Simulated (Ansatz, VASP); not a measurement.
# WC: VASP beside Ansatz

Contents of INCAR:

```
PREC = Accurate ; ENCUT = 520
EDIFF = 1E-7 ; ISMEAR = 0
SIGMA = 0.15 ; LREAL = False
LASPH = True ; NELM = 80
ALGO = Fast ; ISIF = 2
LWAVE = False ; LCHARG = False
GGA = PS ; NBANDS = 16
```

File KPOINTS:

```
Automatic mesh
0
Gamma
  18 18 18
```

POSCAR

```
WC
1.0
    0.0000000000      2.1926840000      2.1926840000
    2.1926840000      0.0000000000      2.1926840000
    2.1926840000      2.1926840000      0.0000000000
W C
1 1
Direct
   -0.0057007759     -0.0057007759      0.0057007759
    0.5000000000      0.5000000000      0.5000000000
```

Input for Ansatz:

```yaml
crystal:
  lattice:
    - [0.0, 2.192684, 2.192684]
    - [2.192684, 0.0, 2.192684]
    - [2.192684, 2.192684, 0.0]
  atoms:
    - { symbol: W, position: [-0.0057007759, -0.0057007759, 0.0057007759] }
    - { symbol: C, position: [0.5, 0.5, 0.5] }
basis:
  ecutwfc: 420
kpoints:
  mp_grid: { grid: [18, 18, 18] }
hamiltonian:
  xc: pbesol
scf:
  occupations: { method: gaussian, width: 0.15 }
output:
  forces: true
  stress: true
  eigenvalues: true
```

Change from the starting cell: all W atoms moved +0.025 Å, as atom 1 towards its neighbour atom 2 (C) at 2.193 Å.

Alike in both runs: task single point; functional PBEsol; k mesh 18 × 18 × 18; occupations gaussian, width 0.15 eV; no spin polarisation.

|  | VASP | Ansatz |
| --- | --- | --- |
| version | VASP 6.6.1 | Ansatz 0.2.0 |
| potentials or method | VASP PAW PBE potentials, release 64 (W_sv, C) | scalar-relativistic, plane waves, PAW |
| plane-wave cutoff (eV) | 520 | 420 |
| valence electrons in the cell | 18 | 18 |

|  | VASP | Ansatz | Ansatz less VASP |
| --- | --- | --- | --- |
| gap on the k mesh at the Fermi level (eV) | none | none | - |
| pressure (GPa) | -9.0 | -10.0 | -1.01 |
| largest component of the traceless stress (GPa) | 0.23 | 0.23 | -0.002 |
| rms of the force components (eV/Å) | 0.087 | 0.086 | -0.0013 |

Atom by atom the forces differ by 0.001 eV/Å (rms over components). A gap of «none» marks a metal or a gap that the smearing closes. The functional is the same, so the differences come from potentials, cutoffs and numerics.

Caveats: the PAW data sets were made with another functional, which shifts forces and pressure a little (VASP). The runs have no spin-orbit coupling, so splittings on W are missing.
